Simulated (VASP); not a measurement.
Runs of VASP 6.6.1 on BN (pbesol). It takes space group P6_3/mmc (No. 194, hexagonal). The conventional cell has a = 2.529 Å, b = 2.529 Å, c = 7.099 Å, α = 90.00°, β = 90.00°, γ = 120.00°. B (site symmetry -6m2) is surrounded by 3 N at 1.46 Å. N (site symmetry -6m2) has 3 B at 1.46 Å as nearest neighbours. 

```tsv
task	cell	cutoff (eV)	gap on the mesh (eV)	pressure (GPa)	relaxed volume (Å³/atom)
relaxation of shape and atoms at fixed volume	relaxed at fixed volume	600	(b)	-0.4	9.83
single point	P6_3/mmc, 9.54 Å³/atom	520	(c)	0.3	-
relaxation of cell and atoms	relaxed	600	4.23	0.0	9.39
single point	P6_3/mmc, 9.83 Å³/atom	520	(a)	0.1	-
```

Alike in all rows: level PBEsol; potentials or basis VASP PAW PBE potentials, release 64 (B, N); no spin polarisation; k mesh 12 × 12 × 4; smearing gaussian 0.02 eV.

Task: Estimate the missing entries.

Result: (a) 4.31; (b) 4.30; (c) 4.26.

Caveats: the PAW data sets were made with another functional, which shifts forces and pressure a little; this functional lacks dispersion, which binds the layers, so the pressure and a relaxed spacing across them are unreliable.

A k mesh can miss the band edges.
